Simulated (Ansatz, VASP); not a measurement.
## W: VASP beside Ansatz

The input POSCAR:

```
W
1.0
   -1.5518803885      1.5518803885      1.5518803885
    1.5518803885     -1.5518803885      1.5518803885
    1.5518803885      1.5518803885     -1.5518803885
W
1
Direct
    0.0000000000      0.0000000000      0.0000000000
```

The input INCAR.step1:

```
SYSTEM = W
PREC     = Accurate       ! precision mode
ENCUT    = 520            ! plane-wave cutoff, eV
ISMEAR   = 0              ! smearing method
SIGMA    = 0.1            ! smearing width, eV
LREAL    = .False.        ! projectors in reciprocal space
LASPH    = .True.         ! aspherical terms in the spheres
NELM     = 60             ! most SCF steps
NBANDS   = 13             ! bands
GGA      = PE             ! functional
ALGO     = Normal         ! electronic algorithm
EDIFF    = 1E-4           ! SCF threshold, eV
LWAVE    = .True.         ! write WAVECAR
LCHARG   = .False.        ! write CHGCAR
```

INCAR.step2

```
SYSTEM = W
PREC     = Accurate       ! precision mode
ENCUT    = 520            ! plane-wave cutoff, eV
EDIFF    = 1E-6           ! SCF threshold, eV
ISMEAR   = 0              ! smearing method
SIGMA    = 0.1            ! smearing width, eV
LREAL    = .False.        ! projectors in reciprocal space
LASPH    = .True.         ! aspherical terms in the spheres
NELM     = 60             ! most SCF steps
ALGO     = Normal         ! electronic algorithm
ISIF     = 2              ! what is computed and relaxed
LWAVE    = .False.        ! write WAVECAR
LCHARG   = .False.        ! write CHGCAR
METAGGA  = R2SCAN         ! meta-GGA
LMIXTAU  = .True.       
NBANDS   = 13             ! bands
ISTART   = 1
```

KPOINTS

```
Automatic mesh
0
Gamma
  18 18 18
  0 0 0
```

Input for Ansatz:

```yaml
crystal:
  lattice:
    - [-1.5518803884, 1.5518803884, 1.5518803884]
    - [1.5518803884, -1.5518803884, 1.5518803884]
    - [1.5518803884, 1.5518803884, -1.5518803884]
  atoms:
    - { symbol: W, position: [0.0, 0.0, 0.0] }
basis:
  ecutwfc: 500
kpoints:
  mp_grid: { grid: [18, 18, 18] }
hamiltonian:
  xc: r2scan
scf:
  occupations: { method: gaussian, width: 0.1 }
output:
  forces: true
  stress: true
  eigenvalues: true
```

Alike in both runs: task single point; functional r2SCAN; k mesh 18 × 18 × 18; occupations gaussian, width 0.1 eV; no spin polarisation.

|  | VASP | Ansatz |
| --- | --- | --- |
| version | VASP 6.6.1 | Ansatz 0.2.0 |
| potentials or method | VASP PAW PBE potentials, release 64 (W_sv) | scalar-relativistic, plane waves, PAW |
| plane-wave cutoff (eV) | 520 | 500 |
| valence electrons in the cell | 14 | 14 |

VASP gave:

```
gap on the k mesh at the Fermi level (eV) : none
pressure (GPa)                            : 24.2
```

Estimate Ansatz's values.

gap on the k mesh at the Fermi level (eV): none; pressure (GPa): 22.6.

A gap of «none» marks a metal or a gap that the smearing closes. With one functional, cell and mesh, what is left measures potentials, basis and numerics.

Caveats: so large a pressure means that the cell lies far from this level's equilibrium, or that cutoff or potentials fall short (VASP); the potentials were made for another functional, which shifts forces and pressure (VASP). Spin-orbit coupling is left out, which matters for the levels of W.
